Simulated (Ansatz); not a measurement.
CsCl built on the CsCl prototype, relaxed with r2SCAN in the plane-wave code Ansatz: it is cubic, Pm-3m (No. 221); conventional cell a = 4.141 Å, 35.50 Å³ an atom. Around Cs lie 8 Cl at 3.59 Å; around Cl lie 8 Cs at 3.59 Å. The primitive cell holds 2 atoms in 70.99 Å³. No magnetic order and no zero-point or thermal motion.

Computed values: Without spin-orbit coupling PBE's valence top is a threefold level at Γ and the gap is 5.214 eV; with it the level splits into four states above two, Δ₀ = 0.195 eV apart. HSE06 (4×4×4) gives a least gap of 6.53 eV, direct. r2SCAN's ε∞ is 2.70.

Task: What is the density?

Result: The cell holds 1 Cs, 1 Cl: M = 1×132.905 + 1×35.450 = 168.36 u in V = 70.99 Å³. ρ = 1.66054 × M/V = 1.66054 × 168.36/70.99 = 3.938 g/cm³, for the static r2SCAN lattice.

Task: If the centre of gravity stays and the conduction band doesn't move, what gap follows with spin-orbit coupling?

Result: The fourfold level rises by Δ₀/3 = 0.065 eV and the twofold one falls by 2Δ₀/3, so E_g ≈ 5.214 − 0.065 = 5.149 eV. The PBE+SOC run gives 5.150 eV, +0.001 eV from the estimate.

Task: At what wavelength does absorption set in by HSE06, excitons left aside?

Result: λ = 1239.84 eV nm/E: 190 nm for the least gap. That lies in the ultraviolet, so by this gap the crystal is transparent to visible light.

Task: What refractive index and reflectivity at normal incidence follow, below the gap and above the phonons?

Result: n = √2.70 = 1.643; R = ((n − 1)/(n + 1))² = (0.643/2.643)² = 5.9 % a face.

Only the levels marked +SOC include spin-orbit coupling.

The meshes of the hybrids are coarse, so their gaps aren't converged to the digits shown.
